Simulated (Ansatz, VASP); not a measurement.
One calculation of GaAs, two programs

The input INCAR:

```
SYSTEM = GaAs
PREC     = Accurate       ! precision mode
ENCUT    = 520            ! plane-wave cutoff, eV
EDIFF    = 1E-6           ! SCF threshold, eV
ISMEAR   = 0              ! smearing method
SIGMA    = 0.05           ! smearing width, eV
LREAL    = .FALSE.        ! projectors in reciprocal space
LASPH    = .TRUE.         ! aspherical terms in the spheres
NELM     = 100            ! most SCF steps
ALGO     = Normal         ! electronic algorithm
ISIF     = 2              ! what is computed and relaxed
LWAVE    = .FALSE.        ! write WAVECAR
LCHARG   = .FALSE.        ! write CHGCAR
GGA      = PS             ! functional
NBANDS   = 16             ! bands
```

The input KPOINTS:

```
regular mesh
0
G
  8 8 8
  0 0 0
```

File POSCAR:

```
GaAs
1.0
    0.0000000000      2.8493609964      2.8493609964
    2.8493609964      0.0000000000      2.8493609964
    2.8493609964      2.8493609964      0.0000000000
Ga As
1 1
Direct
    0.0000000000      0.0000000000      0.0000000000
    0.7500000000      0.7500000000      0.7500000000
```

Input for Ansatz:

```yaml
crystal:
  lattice:
    - [0.0, 2.8493609964, 2.8493609964]
    - [2.8493609964, 0.0, 2.8493609964]
    - [2.8493609964, 2.8493609964, 0.0]
  atoms:
    - { symbol: Ga, position: [0.0, 0.0, 0.0] }
    - { symbol: As, position: [0.75, 0.75, 0.75] }
basis:
  ecutwfc: 420
  ecutrho_ratio: 4
kpoints:
  mp_grid: { grid: [8, 8, 8] }
hamiltonian:
  xc: pbesol
scf:
  occupations: { method: gaussian, width: 0.05 }
output:
  forces: true
  stress: true
  eigenvalues: true
```

Alike in both runs: task single point; functional PBEsol; k mesh 8 × 8 × 8; occupations gaussian, width 0.05 eV; no spin polarisation.

|  | VASP | Ansatz |
| --- | --- | --- |
| version | VASP 6.6.1 | Ansatz 0.2.0 |
| potentials or method | VASP PAW PBE potentials, release 64 (Ga_d, As) | scalar-relativistic, plane waves, PAW |
| plane-wave cutoff (eV) | 520 | 420 |
| valence electrons in the cell | 18 | 28 |

|  | VASP | Ansatz | Ansatz less VASP |
| --- | --- | --- | --- |
| gap on the k mesh at the Fermi level (eV) | 0.28 | 0.27 | -0.013 |
| least direct gap on the mesh (eV) | 0.28 | 0.27 | -0.013 |
| pressure (GPa) | -1.3 | -1.4 | -0.14 |

The two sets of potentials don't hold the same shells in valence.

Caveats: the PAW data sets were made with another functional, which shifts forces and pressure a little (VASP).
